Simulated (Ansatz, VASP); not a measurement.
# P: VASP beside Ansatz, part 2 of 2

Aim: how closely do two programs agree when they are given the same cell, functional and k mesh? The cell is taken from a series of runs on this material, whose earlier steps may have relaxed, scaled, displaced or heated it; both programs get it as it stands.

VASP 6.6.1 and Ansatz 0.2.0.

So far: The structure; Ansatz: single point, PBE; VASP: single point, PBE; Comparison.

### Step 5. VASP: single point, r2SCAN

Level of this step: r2SCAN; plane waves and PAW (P) (VASP).

With cell and atoms fixed, the geometry can't cause a difference; cores, projectors, grids and the points listed under the comparison can.

INCAR reads:

```
SYSTEM = P
PREC = Accurate
ENCUT = 440
EDIFF = 1E-06
NELM = 120
ISMEAR = 0
SIGMA = 0.01
LREAL = .FALSE.
ALGO = Normal
METAGGA = R2SCAN
LASPH = .TRUE.
NBANDS = 16
LORBIT = 11
LWAVE = .FALSE.
LCHARG = .FALSE.
ISIF = 2
LDIPOL = .TRUE.
IDIPOL = 3
DIPOL = 0.5 0.5 0.5
LVHAR = .TRUE.
GGA_COMPAT = .FALSE.
EFERMI = MIDGAP
NELMDL = -8
LMIXTAU = .TRUE.
```

POSCAR reads:

```
P
1.0
    4.4390622987      0.0000000000      0.0000000000
    0.0000000000      3.2970572555      0.0000000000
    0.0000000000      0.0000000000     27.4000000000
P
4
Direct
    0.4175124655      0.3983795000      0.4612794121
    0.0824875345      0.8983795000      0.4612794121
    0.9175124655      0.8983795000      0.5387205879
    0.5824875345      0.3983795000      0.5387205879
```

KPOINTS reads:

```
Automatic mesh
0
Gamma
6 8 1
0 0 0
```

The projector-augmented-wave data sets are P (PBE family, release 64).

Started as:

```bash
$ mpirun -np 1 vasp_std
```

Numbers of over 12 decimals in the logs are rounded to 6 here.

The log of the run:

```text
[banner, memory and clock lines left out]
running    1 mpi-ranks, on    1 nodes
[...]
|                                                                             |
|               ----> ADVICE to this user running VASP <----                  |
|                                                                             |
|     You enforced a specific xc type in the INCAR file but a different       |
|     [... a line on the potential file left out ...]
|     I HOPE YOU KNOW WHAT YOU ARE DOING!                                     |
|                                                                             |

 LDA part: xc-table for (None), standard interpolation
 POSCAR, INCAR and KPOINTS ok, starting setup
[...]
entering main loop
       N       E                     dE             d eps       ncg     rms          rms(c)
DAV:   1     0.124741603500E+03    0.12474E+03   -0.56526E+03   648   0.747E+02
DAV:   2    -0.217779748498E+02   -0.14652E+03   -0.13915E+03   984   0.152E+02
DAV:   3    -0.392754455202E+02   -0.17497E+02   -0.17428E+02   888   0.639E+01
DAV:   4    -0.396228660542E+02   -0.34742E+00   -0.34661E+00   912   0.116E+01
[...]
DAV:  78    -0.357491965738E+02    0.51141E-05   -0.15673E-07   496   0.416E-03    0.338E-04
DAV:  79    -0.357492117465E+02   -0.15173E-04   -0.35784E-06   648   0.142E-02    0.127E-04
DAV:  80    -0.357492121258E+02   -0.37931E-06   -0.31622E-07   600   0.644E-03
   1 F= -.35749212E+02 E0= -.35749212E+02  d E =0.000000E+00
```

From OUTCAR (step 5):

```text
  Total        0.1530581      0.1207876     -0.5753935      0.0000000      0.0000000      0.0000000
  in kB        0.6115031      0.4825749     -2.2988320      0.0000000      0.0000000      0.0000000
  external PRESSURE =      -0.4015847 kB  Pullay stress =       0.0000000 kB

 POSITION                                       TOTAL-FORCE (eV/Angst)
 -----------------------------------------------------------------------------------
      1.85336      1.31348     12.63906        -0.339566     -0.000000      0.131729
      0.36617      2.96201     12.63906         0.339566      0.000000      0.131729
      4.07289      2.96201     14.76094        -0.339566      0.000000     -0.131729
      2.58570      1.31348     14.76094         0.339566     -0.000000     -0.131729
 -----------------------------------------------------------------------------------
    total drift:                                0.000000      0.000040     -0.000002

  FREE ENERGIE OF THE ION-ELECTRON SYSTEM (eV)
  ---------------------------------------------------
  free  energy   TOTEN  =       -35.7492121258 eV

  energy  without entropy=      -35.7492121258  energy(sigma->0) =      -35.74921213

[... 3 further parts left out ...]
[key lines of the parts left out:]
E-fermi :  -2.5393
```

### Step 6. Ansatz: single point, r2SCAN

The same cell, functional and mesh now go to Ansatz, which takes its cutoff from its data sets.

The cell is taken from a series of runs on this material, whose earlier steps may have relaxed, scaled, displaced or heated it; both programs get it as it stands.

input.yaml reads:

```yaml
crystal:
  lattice:
    - [4.4390622987, 0.0, 0.0]
    - [0.0, 3.2970572555, 0.0]
    - [0.0, 0.0, 27.4]
  atoms:
    - { symbol: P, position: [0.4175124655, 0.3983795, 0.4612794121] }
    - { symbol: P, position: [0.0824875345, 0.8983795, 0.4612794121] }
    - { symbol: P, position: [0.9175124655, 0.8983795, 0.5387205879] }
    - { symbol: P, position: [0.5824875345, 0.3983795, 0.5387205879] }
  periodic: [true, true, false]
kpoints:
  mp_grid: { grid: [6, 8, 1] }
  band_path:
    path:
      - [0.0, 0.0, 0.0]
      - [0.5, 0.0, 0.0]
      - [0.5, 0.5, 0.0]
      - [0.0, 0.5, 0.0]
      - [0.0, 0.05, 0.0]
    npoints: 1
hamiltonian:
  xc: r2scan
scf:
  occupations: { method: fixed }
  n_extra_bands: 5
output:
  eigenvalues: true
  write_density: true
  write_potential: true
  elf: true
  volumetric_format: npy
```

Started as:

```bash
$ ansatz run input.yaml --threads 2 --pin off --max-ram 92160MiB --backend cuda --devices 1 --max-vram 13GiB --events-out ev --progress --plain --runs-dir out
```

The log of the run:

```text
[...]
GPUs: using 1 of 1 available (devices: 1).
[...]
GPU FFT provider: cuFFT
GPU libraries: cuBLAS 13.8.2, cuFFT 12.4.0, cuSOLVER 12.3.4
Crystal: 4 atoms, lattice volume = 401.022 Å³
Basis set: ecut = 500 eV, 10067 PW (Γ), exchange–correlation on 144×100×800 points (64 copies of the dense FFT grid, shifted against one another)
[...]
--- Band table (eV; the first three rows and the last of 20) ---
  k-point 0: bands = [... 6 lower, -8.7725, -7.0260, -6.9817, -5.0878, -4.1852, -3.2681, -2.0916, -1.4374, ... 1 higher]
  k-point 1: bands = [... 6 lower, -9.6501, -7.8309, -6.9429, -5.1489, -3.9968, -2.3559, -1.8126, -0.8368, ... 1 higher]
  k-point 2: bands = [... 6 lower, -9.3182, -8.2043, -6.8702, -5.5790, -3.6173, -3.4454, -1.5212, -1.1701, ... 1 higher]
  k-point 19: bands = [... 6 lower, -10.1198, -10.1198, -6.4647, -6.4647, -2.4389, -2.4389, -0.5443, -0.5443, ... 1 higher]
[key lines of the parts left out:]
SCF converged after 6 iterations
Free energy (F): -3036.485593 eV
Fermi energy:    -5.087805 eV
```

### Step 7. Side by side

What differs besides the data sets and the points named for the pairs above, as far as they apply: VASP keeps PBE cores, Ansatz makes them for the functional; fixed occupations in Ansatz, narrow Gaussian smearing in VASP; the cutoff is 500 eV in Ansatz and 440 eV in VASP. Total energies have different zeros and are not compared.

Compared:

| quantity | Ansatz | VASP | difference |
| --- | --- | --- | --- |
| gap on the k mesh (eV) | 0.903 | 0.930 | -0.027 |

A gap on the mesh is an upper bound, since the band edges may lie between its points. Where the cell holds vacuum, a pressure given here is an average over it and none of the material.

### Step 8. What came out

```
difference in gap on the k mesh (single point, PBE)    : -0.017 eV
difference in gap on the k mesh (single point, r2SCAN) : -0.027 eV
```

**Reading.** The difference in gap on the k mesh is -0.027 eV (single point, r2SCAN), within the 0.08 eV picked in this series as the mark of a large difference. Such differences can come from data sets, numerical settings and the points named under the comparisons, not from the functional's error against experiment.

[Lines on the potential files, build, host, timing and source positions are cut from VASP's logs without a mark.]

[Logs are printed without paths, hosts, clocks, repeated set-up lines and the standing remarks that a program may print on its own settings, such as how far it seeks lower states.]

[Hosts, paths, dates, database ids (printed as entryN), source tags and the programs' standing remarks are cut or masked in the printed files.]
